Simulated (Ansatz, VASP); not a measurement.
# InF: VASP beside Ansatz, part 2 of 2

Aim: how closely do two programs agree when they are given the same cell, functional and k mesh? The cell is generated by rule, not measured, and may not be a known phase. The cell is taken from a series of runs on this material, whose earlier steps may have relaxed, scaled, displaced or heated it; both programs get it as it stands.

VASP 6.6.1 and Ansatz 0.2.0.

So far: The structure; VASP: zone-centre phonons, LDA.

The structure was built from a prototype and need not be the compound's stable phase.

## (3) Ansatz: zone-centre phonons, LDA

Level of this step: Ansatz beside VASP: Kohn-Sham DFT, plane waves, LDA (Ansatz).

Ansatz runs on its default PAW (the set named soft_2) files.

The same cell, functional (in two slightly different forms), mesh and smearing now go to Ansatz, which takes its cutoff from its data sets.

input.yaml reads:

```yaml
crystal:
  lattice:
    - [3.2970208107, 0.0, 0.0]
    - [-1.6485104054, 2.8553037789, 0.0]
    - [0.0, 0.0, 7.8297484161]
  atoms:
    - { symbol: In, position: [0.0, 0.0, 0.9797163473] }
    - { symbol: In, position: [0.0, 0.0, 0.4797163473] }
    - { symbol: F, position: [0.3333333333, 0.6666666667, 0.2946481254] }
    - { symbol: F, position: [0.6666666667, 0.3333333333, 0.7946481254] }
kpoints:
  mp_grid: { grid: [15, 15, 6] }
hamiltonian:
  xc: lda
scf:
  occupations: { method: methfessel_paxton, width: 0.2 }
output:
  eigenvalues: true
phonons:
  method: dfpt
```

Command:

```bash
> ansatz run input.yaml --threads 4 --pin off --max-ram 7168MiB --backend cpu --events-out ev --progress --plain --runs-dir out
```

Numbers of over 12 decimals in the logs are rounded to 6 here.

The program printed:

```text
Engine: ansatz 0.2.0, aarch64-unknown-linux-gnu
Pseudopotentials: kind: paw
Pseudopotential: In, paw, valence charge 13, recommended cutoff 420 eV (normal), In.paw.azcp
Pseudopotential: F, paw, valence charge 7, recommended cutoff 420 eV (normal), F.paw.azcp
Functional definition: SPW92
  exchange = slater_x
  correlation = pw_c
Crystal: 4 atoms, lattice volume = 73.709 Å³
Basis set: ecut = 420 eV, 1455 PW (Γ), exchange–correlation on 48×48×108 points (8 copies of the dense FFT grid, shifted against one another)
Bands: 24, of which v1, the nominal top of the filled ones, is band 20 counted from 1 (19 counted from 0)
Symmetry: 12 space group operations
k-points: 368 of 1350 (irreducible under 2 space group operations, time reversal used)
Non-local potential: In, projectors of the file, l = 0: 2, l = 1: 2, l = 2: 2, l = 3: 2
Non-local potential: F, projectors of the file, l = 0: 2, l = 1: 2, l = 2: 1
PAW form: soft (Blöchl's): semilocal exchange-correlation on the pseudo side does not see the compensation charge
PAW frozen core: In, regenerated for the run's functional, and the local potential with it (the file was generated under x = pbe(κ = 0.804, μ = 0.219515), c = pbe(β = 0.066725))
PAW frozen core: F, regenerated for the run's functional, and the local potential with it (the file was generated under x = pbe(κ = 0.804, μ = 0.219515), c = pbe(β = 0.066725))
PAW one-centre angular grid: In, 590 points (default); XC on 64 Gauss nodes
PAW one-centre angular grid: F, 110 points (default); XC on 64 Gauss nodes
Initial density: superposition of atomic densities (neutral atoms: chi_scale 0, normalization atom), corrected by the library's trained network
Initial wavefunctions: pseudopotential atomic-orbital guess
Functional: x = slater, c = lda
SCF iter   1: F=—  HF=-12502.223283 eV  |F-HF|=—  |Δ(HF+E_count)|=         —  Δρ=2.11e-2  dr2=2.63e-1  ethr=1.77e-3  ⟨swp⟩=5.0  Hψ=34914  notcnv=0
preconditioner: auto → Resta (q_TF=auto, 2.464 Å⁻¹)  ε∞=4.4  [insulator: Δε(μ)=0.134 eV  Ē_g=14.945 eV  σ=0.200 eV  W_gap=0.51  n_scr=24 (ndim 8)  ℏωp=27.4 eV  f_vac=0.032  D(μ)=0.12/eV (n_scr^D=0)  ε∞_Penn≈4.4]
SCF iter   2: F=—  HF=-12502.163547 eV  |F-HF|=—  |Δ(HF+E_count)|=   5.97e-2  S|Δr|=    0.00e0  Δρ=8.62e-3  dr2=2.21e-2  ethr=6.58e-4  ⟨swp⟩=2.0  Hψ=20495  notcnv=0
preconditioner: auto → Kerker (q_TF=auto, 2.464 Å⁻¹)  [metal: Δε(μ)=0.034 eV  Ē_g=15.092 eV  σ=0.200 eV  W_gap=0.14  n_scr=24 (ndim 8)  ℏωp=27.4 eV  f_vac=0.031  D(μ)=0.09/eV (n_scr^D=0)]
SCF iter   3: F=—  HF=-12502.157766 eV  |F-HF|=—  |Δ(HF+E_count)|=   5.78e-3  S|Δr|=    0.00e0  Δρ=2.44e-3  dr2=3.01e-3  ethr=5.52e-5  ⟨swp⟩=2.0  Hψ=16184  notcnv=0
SCF iter   4: F=—  HF=-12502.156685 eV  |F-HF|=—  |Δ(HF+E_count)|=   1.08e-3  S|Δr|=    0.00e0  Δρ=5.33e-4  dr2=2.99e-4  ethr=7.53e-6  ⟨swp⟩=2.0  Hψ=15457  notcnv=0
SCF iter   5: F=—  HF=-12502.156605 eV  |F-HF|=—  |Δ(HF+E_count)|=   7.94e-5  S|Δr|=    0.00e0  Δρ=1.27e-4  dr2=1.66e-5  ethr=7.47e-7  ⟨swp⟩=2.0  Hψ=9949  notcnv=0
SCF iter   6: F=—  HF=-12502.156605 eV  |F-HF|=—  |Δ(HF+E_count)|=   2.48e-7  S|Δr|=    0.00e0  Δρ=2.64e-5  dr2=6.72e-7  ethr=4.15e-8  ⟨swp⟩=2.7  Hψ=15017  notcnv=0
SCF iter   7: F=—  HF=-12502.156603 eV  |F-HF|=—  |Δ(HF+E_count)|=   2.36e-6  S|Δr|=    0.00e0  Δρ=6.68e-6  dr2=4.11e-8  ethr=1.68e-9  ⟨swp⟩=2.9  Hψ=15475  notcnv=0
SCF iter   8: F=—  HF=-12502.156603 eV  |F-HF|=—  |Δ(HF+E_count)|=   3.73e-9  S|Δr|=    0.00e0  Δρ=1.75e-6  dr2=4.01e-9  ethr=1.03e-10  ⟨swp⟩=2.3  Hψ=15443  notcnv=0
SCF iter   9: F=—  HF=-12502.156603 eV  |F-HF|=—  |Δ(HF+E_count)|=  5.17e-10  S|Δr|=    0.00e0  Δρ=6.96e-7  dr2=4.25e-10  ethr=1.00e-11  ⟨swp⟩=2.5  Hψ=16278  notcnv=0
SCF iter  10: F=—  HF=-12502.156603 eV  |F-HF|=—  |Δ(HF+E_count)|=  8.55e-11  S|Δr|=    0.00e0  Δρ=1.98e-7  dr2=4.91e-11  ethr=1.06e-12  ⟨swp⟩=2.0  Hψ=14594  notcnv=0
SCF iter  11: F=-12502.156603 eV  HF=-12502.156603 eV  |F-HF|=1.82e-12  |Δ(HF+E_count)|=  1.09e-11  S|Δr|=    0.00e0  Δρ=6.19e-8  dr2=3.31e-12  ethr=1.00e-12  ⟨swp⟩=5.9  Hψ=38132  notcnv=0
SCF 1 converged in 11 iterations: F = -12502.156603 eV  dr2 = 3.31e-12
  greatest PAW one-centre occupation: 0.985 electrons in one spin orbital (limit 2), on the In atom at site 1 (counted from 0), in its partial waves of l = 2
DFPT response loops at Γ: preconditioner auto → Kerker (q_TF=auto, 2.464 Å⁻¹) (partly filled bands, converged f_vac=0.028); β = 1.00, the filter's whole step (`scf.mixing.beta` (0.50) is not read by the response loops under this deck's `scf.mixing.preconditioner`; to damp them name `kerker` or `kerker_dos`, under which they read `scf.mixing.beta`, and type it under 1.00, their step now; both keys bind the ground state too); Broyden in place of MSR1
SCF converged after 11 iterations
Stability not checked: this state was not tested for a lower state beside it, because cold or Methfessel-Paxton smearing, or corrected tetrahedra, fill the levels in a way that the test cannot read (fill_not_monotonic; see scf.lower_state_search)
Free energy (F): -12502.156603 eV
Harris-Foulkes:  -12502.156603 eV  (|F-HF|=1.82e-12)
Internal energy: -12502.157423 eV  (E = F + TS)
E sigma→0 (E₀):  -12502.156808 eV
Entropy (-TS):   0.000820 eV (0.205 meV/atom)
Fermi energy:    7.503703 eV
Step filling:    the computed levels leave a gap of 0.0506 eV = 0.3 smearing widths at the electron count; against every level under it full and every level over it empty, smearing changes F+E_penalty+E_count by +0.101 meV and its σ→0 estimate by -0.104 meV
--- Per-component energies (eV) ---
  E_band       = -148.588832
  E_kinetic    = 891.632438
  E_local      = -3412.047647  (includes V_loc(G=0)·N_el)
  E_nonlocal   = 890.899552
  E_hartree    = 1306.579368
  E_xc         = -584.096665
  E_vxc        = -404.839534  (∫ρ·V_xc dr)
  E_paw        = -8397.619805  (= ΣΔE_a)
  E_vpaw       = -727.396363  (= ΣTr[D̂ρ^β])
  E_aug_tail   = 0.004031  (compensation charges beyond the density's cutoff)
  E_ewald      = -3198.304272
  E_core_change = 0.795576  (= ΣΔE_core)
  E_smearing   = 0.000820  (= −TS)
  E_closure    = -0.000000  (closes the sum)
  Σ components = -12502.156603   (vs F -12502.156603, Δ=0.00e0)
--- Band table (eV; the first three rows and the last of 368) ---
  k-point 0: bands = [... 16 lower, 2.9681, 3.0284, 3.0284, 5.4215, 8.1000, 12.3314, 15.9199, 17.5861]
  k-point 1: bands = [... 16 lower, 2.9721, 3.0242, 3.0242, 5.1598, 8.4105, 11.9033, 16.4396, 17.6275]
  k-point 2: bands = [... 16 lower, 3.0132, 3.0132, 3.2952, 4.5840, 9.1351, 11.0124, 17.6001, 17.7471]
  k-point 367: bands = [... 16 lower, 2.4332, 2.4847, 5.7585, 6.1566, 9.9935, 10.2719, 11.8081, 12.0447]
--- Phonons (Γ-DFPT): 4 representative perturbations + reference, on 368 of 1350 k-points (Σ response iterations 13) ---
  k mesh reduced under 2 symmetry operations, with k and −k counted as one. Each operation leaves every solved perturbation unchanged. A smaller set is not used because it would not reduce the number of displacements times k-points to solve
  ASR residual: 2.392e-5 → 0.000e0 eV/Å²; symmetrization residual: 3.320e-6 eV/Å²
  ASR residual per site (eV/Å²): 1.12e-5 1.12e-5 2.39e-5 2.39e-5
  Γ frequencies (cm⁻¹): -13.67 -13.67 0.00 0.00 0.00 89.73 98.50 98.50 114.40 114.40 213.36 312.76
  non-analytic LO–TO correction: not included (Born effective charges unavailable; polar crystals: no LO–TO splitting at Γ)
```

In the SCF lines HF is the Harris–Foulkes energy and dr2 the Hartree energy of the density residual, in eV; the loop may stop once dr2 is under the threshold and the program's other checks hold. Hψ counts applications of the Hamiltonian.

## (4) Comparison

Known differences besides the potentials themselves: the two LDA forms differ slightly; the cutoff is 420 eV in Ansatz and 600 eV in VASP; VASP's log shows a relativistic correction to its local exchange, Ansatz's none. Total energies have different zeros and are not compared.

Both answers:

| quantity | Ansatz | VASP | difference |
| --- | --- | --- | --- |
| optical mode 1 to 2 (imaginary, printed as negative) (cm⁻¹) | -13.7 | -14.1 | +0.4 |
| optical mode 3 (cm⁻¹) | 89.7 | 86.4 | +3.90 % |
| optical mode 4 to 5 (cm⁻¹) | 98.5 | 102.6 | -4.02 % |
| optical mode 6 to 7 (cm⁻¹) | 114.4 | 117.3 | -2.44 % |
| optical mode 8 (cm⁻¹) | 213.4 | 216.5 | -1.43 % |
| optical mode 9 (cm⁻¹) | 312.8 | 316.1 | -1.07 % |

Modes are paired by rising frequency, not by their patterns, so a pair may set unlike modes beside each other; they are those without the splitting of longitudinal modes.

## (5) Outcome

```json
{
  "r.m.s. difference of the optical zone-centre modes, each program's sorted by frequency (zone-centre phonons, LDA)": "3.0 cm⁻¹",
  "difference in optical mode 4 to 5 (zone-centre phonons, LDA)": "-4.0 %"
}
```

In words: The r.m.s. difference of the optical zone-centre modes, each program's sorted by frequency is 3.0 cm⁻¹ (zone-centre phonons, LDA). Among the rows given in per cent, the largest difference of the zone-centre phonons, LDA pair is in optical mode 4 to 5, -4.0 %. How closely two codes agree says nothing of how well the functional describes the real material.

[Lines on the potential files, build, host, timing and source positions are cut from VASP's logs without a mark.]

[Logs are printed without paths, hosts, clocks, repeated set-up lines and the standing remarks that a program may print on its own settings, such as how far it seeks lower states.]

[Hosts, paths, dates, database ids (printed as entryN), source tags and the programs' standing remarks are cut or masked in the printed files.]
